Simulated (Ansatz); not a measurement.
**W: pressure up to the limit of the methods**

The task here is to estimate one member of a computed series from the others.

Program: Ansatz 0.2.0. Level of theory: DFT PBE, with the methods named in each step. These are calculated values, not measurements.

3 further runs of the same task are left out: 3 that didn't finish.

**The system as given**

The structure is tetragonal, space group I4_1/amd (No. 141). Conventional cell: a = 4.945 Å, b = 4.945 Å, c = 2.720 Å, α = 90.00°, β = 90.00°, γ = 90.00°. W (site symmetry -4m2) is surrounded by 6 W at 2.56 to 2.72 Å.

As a file:

```
CELL_PARAMETERS angstrom
-2.47264 2.47264 1.35995
2.47264 -2.47264 1.35995
2.47264 2.47264 -1.35995
ATOMIC_POSITIONS crystal
W 0.62500 0.87500 0.75000
W 0.37500 0.12500 0.25000
```

Whether this phase is the stable one at these pressures isn't tested.

Atoms are numbered in the order of the input: W1, W2.

The first run:

input.yaml reads:

```yaml
crystal:
  lattice:
    - [-2.4726398429, 2.4726398429, 1.3599519136]
    - [2.4726398429, -2.4726398429, 1.3599519136]
    - [2.4726398429, 2.4726398429, -1.3599519136]
  atoms:
    - { symbol: W, position: [-0.375, -0.125, -0.25] }
    - { symbol: W, position: [0.375, 0.125, 0.25] }
kpoints:
  mp_grid: { grid: [16, 16, 16] }
scf:
  occupations: { method: fermi_dirac, width: 0.05 }
hamiltonian:
  xc: pbe
  pseudopotentials: { kind: paw }
output:
  forces: true
  stress: true
relax:
  f_tol: 0.005
  max_steps: 40
  cell: {}
```

Command:

```
$ ansatz run input.yaml --threads 1 --pin off --max-ram 2048MiB --backend cpu --events-out ev --progress --plain --runs-dir out
```

Among the steps run: Cell relaxed at zero pressure, PAW; Volume scaled by 1, PAW; Shape and atoms relaxed at 0.92 of the volume, PAW; Volume scaled by 0.92, PAW; Shape and atoms relaxed at 0.84 of the volume, PAW; Volume scaled by 0.84, PAW; Shape and atoms relaxed at 0.76 of the volume, PAW; Volume scaled by 0.76, PAW; Volume scaled by 0.76, PAW (level accurate); Shape and atoms relaxed at 0.68 of the volume, PAW; Volume scaled by 0.68, PAW; Shape and atoms relaxed at 0.6 of the volume, PAW; Volume scaled by 0.6, PAW; Volume scaled by 0.6, PAW (core large); Shape and atoms relaxed at 0.52 of the volume, PAW; Volume scaled by 0.52, PAW; Shape and atoms relaxed at 0.45 of the volume, PAW; Volume scaled by 0.45, PAW; Volume scaled by 0.45, PAW (partial_waves polarizable).

One table of the session follows, with a row left open; its other results are not shown here.

| method | volume over the first | volume (Å³/atom) | pressure (GPa) |
| --- | --- | --- | --- |
| PAW | 1 | 17.618 | -0.02 |
| PAW | 0.92 | 16.209 | 22.82 |
| PAW | 0.84 | 14.799 | 57.31 |
| PAW | 0.76 | 13.390 | 110.00 |
| PAW | 0.68 | 11.980 | 193.50 |
| PAW | 0.6 | 10.571 | 330.52 |
| PAW | 0.52 | ? | ? |
| PAW | 0.45 | 7.928 | 934.21 |
| PAW (core large) | 0.6 | 10.571 | 330.52 |
| PAW (level accurate) | 0.76 | 13.390 | 109.64 |
| PAW (partial_waves polarizable) | 0.45 | 7.928 | 934.20 |

Q: Estimate the row for PAW, 0.52 from the others.

**Answer.** volume (Å³/atom): 9.161; pressure (GPa): 567.35. In the column «volume (Å³/atom)» it lies between PAW (partial_waves polarizable), 0.45 (7.928) and PAW, 0.6 (10.571).

Caveats from the session: A fit over so wide a range leans to the high pressures, so B₀ can be off by several per cent. Spin-orbit coupling is left out, though the cell holds W; in elements this heavy it can shift bands and gaps by tenths of an eV. Warnings in the runs' records: datasets by core.
